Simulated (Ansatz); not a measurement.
TiAl3:

```
Ti Al
1.0
    -1.91111    1.91111    4.28067
     1.91111   -1.91111    4.28067
     1.91111    1.91111   -4.28067
Ti Al
1 3
Direct
  0.00000 0.00000 0.00000
  0.25000 0.75000 0.50000
  0.75000 0.25000 0.50000
  0.50000 0.50000 0.00000
```

The cell comes from a database or a generator and needn't be the stable form of this composition.

A run of Ansatz 0.2.0 on this cell left the log below. Logs are shortened: lines on timing, memory, paths and dates and some standing lists are left out, and cuts for length are marked.

```text
Warning: RAYON_NUM_THREADS=2 ignored (pool sized by the plan → 2); use --threads N
Engine: ansatz 0.2.0, x86_64-unknown-linux-gnu
Pseudopotentials: kind: paw
Pseudopotential: Ti, paw, valence charge 12, recommended cutoff 420 eV (normal), Ti.paw.azcp
Pseudopotential: Al, paw, valence charge 3, recommended cutoff 420 eV (normal), Al.paw.azcp
Functional definition: BLYP
  parameter beta = 0.0042
  parameter a = 0.04918
  parameter b = 0.132
  parameter c = 0.2533
  parameter d = 0.349
  exchange = b88_x(beta = beta)
  correlation = lyp_c(a = a, b = b, c = c, d = d)
Crystal: 4 atoms, lattice volume = 62.538 Å³
Basis set: ecut = 420 eV, 1203 PW (Γ), exchange–correlation on 72×72×72 points (8 copies of the dense FFT grid, shifted against one another)
Bands: 15, of which v1, the nominal top of the filled ones, is band 11 counted from 1 (10 counted from 0)
Symmetry: 16 space group operations
Space group: I4/mmm (ITA 139), of the structure as read, at distance tolerance 4.0e-5 Å
k-points: 102 of 1000
Non-local potential: Ti, projectors of the file, l = 0: 3, l = 1: 2, l = 2: 3, l = 3: 1
Non-local potential: Al, projectors of the file, l = 0: 2, l = 1: 2, l = 2: 1
PAW form: soft (Blöchl's): semilocal exchange-correlation on the pseudo side does not see the compensation charge
PAW frozen core: Ti, regenerated for the run's functional, and the local potential with it (the file was generated under x = pbe(κ = 0.804, μ = 0.2195149727645171), c = pbe(β = 0.06672455060314922))
PAW frozen core: Al, regenerated for the run's functional, and the local potential with it (the file was generated under x = pbe(κ = 0.804, μ = 0.2195149727645171), c = pbe(β = 0.06672455060314922))
PAW one-centre angular grid: Ti, 590 points (default); XC on 64 Gauss nodes
PAW one-centre angular grid: Al, 110 points (default); XC on 64 Gauss nodes
Initial density: superposition of atomic densities (neutral atoms: chi_scale 0, normalization atom), corrected by the library's trained network
Initial wavefunctions: pseudopotential atomic-orbital guess
Functional: x = b88, c = lyp
SCF iter   1: F=—  HF=-4128.909990 eV  |F-HF|=—  |Δ(HF+E_count)|=         —  Δρ=8.40e-3  dr2=5.72e-2  ethr=1.77e-3  ⟨swp⟩=5.6  Hψ=8929  notcnv=0
preconditioner: auto → Kerker (q_TF=auto, 2.275 Å⁻¹)  [metal: Δε(μ)=0.004 eV  Ē_g=5.447 eV  σ=0.050 eV  W_gap=0.02  n_scr=10 (ndim 8)  ℏωp=16.9 eV  f_vac=0.000  D(μ)=1.78/eV (n_scr^D=10)]
SCF iter   2: F=—  HF=-4128.902982 eV  |F-HF|=—  |Δ(HF+E_count)|=   7.01e-3  Δρ=3.74e-3  dr2=1.04e-2  ethr=2.72e-4  ⟨swp⟩=2.0  Hψ=2765  notcnv=0
[... 96 lines left out ...]
Internal energy: -4128.936564 eV  (E = F + TS)
E sigma→0 (E₀):  -4128.944007 eV
Entropy (-TS):   -0.014886 eV (-3.721 meV/atom)
Fermi energy:    9.571122 eV
--- Per-component energies (eV) ---
  E_band       = -151.865565
  E_kinetic    = 341.502454
  E_local      = -1216.593812  (includes V_loc(G=0)·N_el)
  E_nonlocal   = 42.278920
  E_hartree    = 533.192201
  E_xc         = -211.084782
  E_vxc        = -202.065422  (∫ρ·V_xc dr)
  E_paw        = -2472.423759  (= ΣΔE_a)
  E_vpaw       = -183.372218  (= ΣTr[D̂ρ^β])
  E_aug_tail   = 0.000112  (compensation charges beyond the density's cutoff)
  E_ewald      = -1145.861033
  E_core_change = 0.053136  (= ΣΔE_core)
  E_smearing   = -0.014886  (= −TS)
  E_closure    = -0.000000  (closes the sum)
  Σ components = -4128.951450   (vs F -4128.951450, Δ=0.00e0)
--- Forces (eV/Å), atoms counted from 1 ---
  atom   1  Ti     0.00000000     0.00000000    -0.00000000
  atom   2  Al    -0.00000000     0.00000000    -0.00000000
  atom   3  Al     0.00000000     0.00000000     0.00000000
  atom   4  Al    -0.00000000     0.00000000     0.00000000
  max |Σ_I F_I| component: 6.94e-18 eV/Å
--- Stress (GPa, compression-positive) ---
        0.002338       0.000000       0.000000
        0.000000       0.002338      -0.000000
        0.000000      -0.000000       0.001505
  P = ⅓ Tr σ = 0.0021 GPa (0.021 kbar)
--- Band table (eV; the first three rows and the last of 102) ---
  k-point 0: bands = ["-46.8877", "-23.2758", "-23.2758", "-23.2055", "-0.2290", "6.7049", "7.0835", "8.3672", "8.4213", "8.4213", "10.3215", "11.2868", "11.2868", "11.5989", "12.0462"]
  k-point 1: bands = ["-46.8875", "-23.2779", "-23.2776", "-23.2052", "-0.0276", "6.8692", "6.9873", "7.8052", "8.1494", "8.4085", "9.5670", "11.4571", "11.4693", "11.6067", "12.1093"]
  k-point 2: bands = ["-46.8870", "-23.2832", "-23.2823", "-23.2044", "0.5670", "6.7283", "6.7860", "7.2178", "7.7240", "8.3971", "8.4056", "11.4412", "11.5982", "11.6726", "12.4189"]
  k-point 101: bands = ["-46.8877", "-23.2759", "-23.2759", "-23.2077", "1.3072", "2.2155", "7.7233", "8.6967", "8.6967", "9.4183", "10.2537", "10.2537", "10.4221", "12.7131", "13.7808"]
--- Relaxed structure (5 steps of the walk, 5 accepted, 2 SCFs on fresh bases) ---
  F+E_penalty+E_count = -4128.95144972 eV   max|allowed force component| = 1.908e-17 eV/Å   (the final SCF, on the basis selected at the relaxed cell)
  cell:  # Å, volume = 65.7433 Å³
    - [-1.9398821577314036, 1.9398821577314036, 4.367578656564572]
    - [1.9398821577314036, -1.9398821577314036, 4.367578656564572]
    - [1.9398821577314036, 1.9398821577314036, -4.367578656564572]
  atoms:
    - { symbol: Ti, position: [5.2025581452158114e-37, 4.077146075661067e-35, 3.847975826982111e-35] }
    - { symbol: Al, position: [0.25000000000000006, 0.75, 0.5] }
    - { symbol: Al, position: [0.75, 0.25000000000000006, 0.5] }
    - { symbol: Al, position: [0.5000000000000001, 0.5000000000000001, 7.772998079915362e-36] }
```

Problem. What input gives this log?

Solution. Relaxation of cell and atoms with BLYP, no spin polarisation. The files as run (others can give the same):

input.yaml
```yaml
crystal:
  lattice:
    - [-1.9111067713, 1.9111067713, 4.2806687947]
    - [1.9111067713, -1.9111067713, 4.2806687947]
    - [1.9111067713, 1.9111067713, -4.2806687947]
  atoms:
    - { symbol: Ti, position: [0.0, 0.0, 0.0] }
    - { symbol: Al, position: [0.25, 0.75, 0.5] }
    - { symbol: Al, position: [0.75, 0.25, 0.5] }
    - { symbol: Al, position: [0.5, 0.5, 0.0] }
hamiltonian:
  xc: blyp
  pseudopotentials: { kind: paw }
kpoints:
  mp_grid: { grid: [10, 10, 10] }
scf:
  occupations: { method: fermi_dirac, width: 0.05 }
output:
  forces: true
  stress: true
  eigenvalues: true
relax:
  f_tol: 0.01
  max_steps: 40
  cell: { stress_tol: 0.05 }
```

Potentials or basis: Ansatz PAW.
The run is started by
```console
$ ansatz run input.yaml --threads 2 --pin off --max-ram 5632MiB --backend cpu --events-out ev --progress --plain --runs-dir out
```

Caveat: the plane-wave basis is chosen anew once the cell has moved, so the energies of steps on either side of that aren't comparable; the PAW data sets come from PBE, with cores solved anew for the run's functional, which leaves a small shift of forces and pressure.
